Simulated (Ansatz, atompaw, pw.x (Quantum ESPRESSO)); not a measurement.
# What a changed setting does to a pw.x run (sc Si)

Potential: PAW, atompaw 4.2.0.5, PBE; core [Ne], reference 3s2 3p2; waves: 3s (bound): rc 2.25 bohr; 3s channel at -0.4 Ry: rc 2.25 bohr; 3p (bound): rc 2.10 bohr; 3p channel at 3.75 Ry: rc 2.25 bohr; 3d channel at 0.1 Ry: rc 2.25 bohr; 3d channel at 1 Ry: rc 2.25 bohr; local part: troulliermartins scheme with l = 3 at 0 Ry, radius 1.50 bohr; core correction: smooth core density matched at 2.00 bohr; augmentation: besselshape compensation charge, radius 2.20 bohr; PAW radius 2.25 bohr; waves and projectors: custom polynom2 7 10 vanderbiltortho.

The reference run (k-mesh 13³, cutoffs 40/400 Ry, Fermi–Dirac 0.01 Ry, mixing_beta 0.4, conv_thr 1e-9, no spin) gives -0.24 GPa at 16.322 Å³/atom, where all-electron LAPW gives -0.08 GPa. This run, with its own iteration cap, changes mixing_beta to 0.7.

```
&control
  calculation='scf', prefix='x', pseudo_dir='./', outdir='./tmp', tstress=.true., disk_io='none'
/
&system
  ibrav=0, nat=1, ntyp=1, ecutwfc=40, ecutrho=400, nbnd=9,
  occupations='smearing', smearing='fd', degauss=0.01
/
&electrons
  conv_thr=1e-09, mixing_beta=0.7, electron_maxstep=70
/
ATOMIC_SPECIES
Si 1.0 Si.UPF
CELL_PARAMETERS angstrom
  2.53663389 0.00000000 0.00000000
  0.00000000 2.53663389 0.00000000
  0.00000000 0.00000000 2.53663389
ATOMIC_POSITIONS crystal
Si 0.0000 0.0000 0.0000
K_POINTS automatic
13 13 13 0 0 0
```

```bash
pw.x < Si.scf.in > Si.scf.out
```

**Question.** How does the run end?

**Answer.** It converges in 8 iterations; the free energy moves by +0.0 meV/atom and the pressure by +0.00 GPa. The result is that of the reference run.

```
Message from routine setup:
     using ibrav=0 with symmetry is DISCOURAGED, use correct ibrav instead
     lattice parameter (alat)  =       4.7935  a.u.
     unit-cell volume          =     110.1463 (a.u.)^3
     number of electrons       =         4.00
     number of Kohn-Sham states=            9
     kinetic-energy cutoff     =      40.0000  Ry
     charge density cutoff     =     400.0000  Ry
     scf convergence threshold =      1.0E-09
     Exchange-correlation= SLA PW PBX PBC
     number of k points=    84  Fermi-Dirac smearing, width (Ry)=  0.0100
     iteration #  1     ecut=    40.00 Ry     beta= 0.70
     total energy              =     -46.70163576 Ry
     estimated scf accuracy    <       0.00362476 Ry
     iteration #  2     ecut=    40.00 Ry     beta= 0.70
     total energy              =     -46.70192405 Ry
     estimated scf accuracy    <       0.00037604 Ry
     iteration #  3     ecut=    40.00 Ry     beta= 0.70
     negative rho (up, down):  8.514E-06 0.000E+00
     total energy              =     -46.70211428 Ry
     estimated scf accuracy    <       0.00000707 Ry
     [... 2 iterations left out ...]
     iteration #  6     ecut=    40.00 Ry     beta= 0.70
     negative rho (up, down):  9.512E-05 0.000E+00
     total energy              =     -46.70214944 Ry
     estimated scf accuracy    <       0.00000010 Ry
     iteration #  7     ecut=    40.00 Ry     beta= 0.70
     negative rho (up, down):  1.007E-04 0.000E+00
     total energy              =     -46.70214951 Ry
     estimated scf accuracy    <          9.0E-09 Ry
     iteration #  8     ecut=    40.00 Ry     beta= 0.70
     negative rho (up, down):  1.026E-04 0.000E+00
     the Fermi energy is     8.7058 ev
!    total energy              =     -46.70214952 Ry
     estimated scf accuracy    <          8.2E-10 Ry
     smearing contrib. (-TS)   =      -0.00205027 Ry
     The total energy is F=E-TS. E is the sum of the following terms:
     one-electron contribution =       4.35958383 Ry
     hartree contribution      =       0.13480375 Ry
     xc contribution           =      -2.48934749 Ry
     ewald contribution        =      -9.47039727 Ry
     one-center paw contrib.   =     -39.23474207 Ry
     convergence has been achieved in   8 iterations
     negative rho (up, down):  1.026E-04 0.000E+00
          total   stress  (Ry/bohr**3)                   (kbar)     P=       -2.41
     Message from routine punch:
     Nothing written, as per user request (disk_io='none')
```

The run took about 6.7 s on one core of a shared host (Intel(R) Xeon(R) Platinum 8488C, 192 threads, 744 GiB, load 79).
